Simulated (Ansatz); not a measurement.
# SiC: the cost of one run

Method: DFT r2SCAN, scalar-relativistic, plane waves, PAW, in Ansatz 0.2.0.

4 further runs of the same task are left out: 4 set aside as unsound or not needed.

### Step 1. The structure to begin with

Symmetry: P6_3mc, No. 186, hexagonal system. Conventional cell: a = 3.075 Å, b = 3.075 Å, c = 5.048 Å, α = 90.00°, β = 90.00°, γ = 120.00°. Around Si (site symmetry 3m) lie 4 C at 1.88 to 1.90 Å. C (site symmetry 3m) is surrounded by 4 Si at 1.88 to 1.90 Å.

Coordinates:

```
CELL_PARAMETERS angstrom
3.07520 0.00000 0.00000
-1.53760 2.66320 0.00000
0.00000 0.00000 5.04817
ATOMIC_POSITIONS crystal
Si 0.33333 0.66667 0.00460
Si 0.66667 0.33333 0.50460
C 0.33333 0.66667 0.38040
C 0.66667 0.33333 0.88040
```

This cell was relaxed beforehand with the same method: volume 10.34 Å³/atom, gap on the mesh 2.65 eV.

The bulk reference comes from a run made before at the same settings: -445.6630 eV/atom.

### Step 2. The (101) slab

Miller indices refer to the conventional cell of the relaxed bulk, P6_3mc (No. 186): a = 3.075 Å, b = 3.075 Å, c = 5.048 Å, α = 90.00°, β = 90.00°, γ = 120.00°.

The slab is a (101) slab, 11.4 Å thick as cut, with 15 Å of vacuum; its outer planes are Si (top) and Si (bottom).

The slab as cut. Layers, bottom to top:

| plane | atoms per cell | height over the lowest (Å) |
| --- | --- | --- |
| 1 | Si | 0.00 |
| 2 | C | 0.49 |
| 3 | C | 0.89 |
| 4 | Si | 1.96 |
| 5 | Si | 2.36 |
| 6 | C | 2.85 |
| 7 | C | 3.24 |
| 8 | Si | 4.32 |
| 9 | Si | 4.71 |
| 10 | C | 5.20 |
| 11 | C | 5.60 |
| 12 | Si | 6.67 |
| 13 | Si | 7.07 |
| 14 | C | 7.56 |
| 15 | C | 7.95 |
| 16 | Si | 9.03 |
| 17 | Si | 9.42 |
| 18 | C | 9.91 |
| 19 | C | 10.31 |
| 20 | Si | 11.38 |

### Step 3. Single point on the unrelaxed (101) slab

A dipole layer in the vacuum cancels the field that periodic copies would set up if the slab's two faces differ.

File input.yaml:

```yaml
crystal:
  lattice:
    - [3.075195006, 0.0, 0.0]
    - [-1.537597503, 5.7075920343, 0.0]
    - [0.0, 0.0, 26.3849418751]
  atoms:
    - { symbol: Si, position: [0.5344864994, 0.0689729988, 0.2842530423] }
    - { symbol: C, position: [0.1193551359, 0.2387102717, 0.3029228229] }
    - { symbol: C, position: [0.38749857, 0.77499714, 0.3178019235] }
    - { symbol: Si, position: [0.8752036701, 0.7504073401, 0.358648545] }
    - { symbol: Si, position: [0.1433471042, 0.2866942084, 0.3735276455] }
    - { symbol: C, position: [0.7282157407, 0.4564314813, 0.3921974261] }
    - { symbol: C, position: [0.9963591748, 0.9927183496, 0.4070765266] }
    - { symbol: Si, position: [0.4840642749, 0.9681285497, 0.4479231482] }
    - { symbol: Si, position: [0.752207709, 0.504415418, 0.4628022487] }
    - { symbol: C, position: [0.3370763455, 0.6741526909, 0.4814720293] }
    - { symbol: C, position: [0.6052197796, 0.2104395592, 0.4963511298] }
    - { symbol: Si, position: [0.0929248797, 0.1858497593, 0.5371977513] }
    - { symbol: Si, position: [0.3610683138, 0.7221366276, 0.5520768518] }
    - { symbol: C, position: [0.9459369503, 0.8918739005, 0.5707466324] }
    - { symbol: C, position: [0.2140803844, 0.4281607688, 0.585625733] }
    - { symbol: Si, position: [0.7017854845, 0.4035709689, 0.6264723545] }
    - { symbol: Si, position: [0.9699289186, 0.9398578372, 0.641351455] }
    - { symbol: C, position: [0.5547975551, 0.1095951101, 0.6600212356] }
    - { symbol: C, position: [0.8229409892, 0.6458819784, 0.6749003361] }
    - { symbol: Si, position: [0.3106460893, 0.6212921785, 0.7157469577] }
basis:
  ecutwfc: 500
kpoints:
  mp_grid: { grid: [9, 5, 1] }
hamiltonian:
  xc: r2scan
scf:
  occupations: { method: gaussian, width: 0.05 }
output:
  forces: true
  stress: true
  eigenvalues: true
  write_density: true
  write_potential: true
  elf: true
  volumetric_format: npy
efield:
  axis: 3
  dipole_correction: true
  ramp_width: 0.04
```

Command:

```
ansatz run input.yaml --threads 2 --pin off --max-ram 5120MiB --backend cpu --events-out ev --progress --plain --runs-dir out
```

What time and memory should one allow on 2 threads of AMD EPYC 9R45 (Zen 5), shared host?

About 36 s, with a peak of 1.8 GiB.
